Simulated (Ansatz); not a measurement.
# TiC: what symmetry allows forces and stress to be

```
CELL_PARAMETERS angstrom
0.00000 2.16400 2.16400
2.16400 0.00000 2.16400
2.16400 2.16400 0.00000
ATOMIC_POSITIONS crystal
Ti 0.96534 0.03466 0.03466
C 0.50000 0.50000 0.50000
```

These are results of DFT PBE, scalar-relativistic, plane waves, PAW (Ansatz), not measurements.

Cutoff 420 eV; k points 14×14×14 on the computed 2-atom cell (Γ-centred); Gaussian smearing, width 0.10 eV; no spin polarisation.

This distorted cell has space group I4mm, with 8 operations.

**Question.** Without a calculation: in which directions can each atom feel a force?

**Answer.** A force must be left unchanged by every operation that keeps its atom in place, so it lies in the space that those operations leave fixed. Atoms that the group maps onto each other feel forces of one size.
```csv
atom,site symmetry,operations at the site,equivalent to atom,allowed force (Cartesian)
Ti1,4mm,8,1,"along (1.00, 0.00, 0.00)"
C2,4mm,8,2,"along (1.00, 0.00, 0.00)"
```

That leaves 2 independent force components of 6, tied by 1 condition that the forces sum to zero, so 1 remains. A relaxation in this cell that keeps the symmetry moves the atoms in these directions alone.

**Question.** And the stress tensor?

**Answer.** It must be invariant under the point group, which leaves 2 independent components: yz, xz, xy vanish; yy = zz.

**Question.** Do the computed values obey this?

**Answer.** Yes. Forces (eV/Å):
```
Ti1 -1.384  0.000  0.000
C2   1.384  0.000  0.000
```

Stress (GPa, compression positive, xx yy zz yz xz xy): 7.95 1.39 1.39 0.00 0.00 0.00. The program imposes the same operations on density, forces and stress, so this confirms the analysis and is no independent test of the calculation.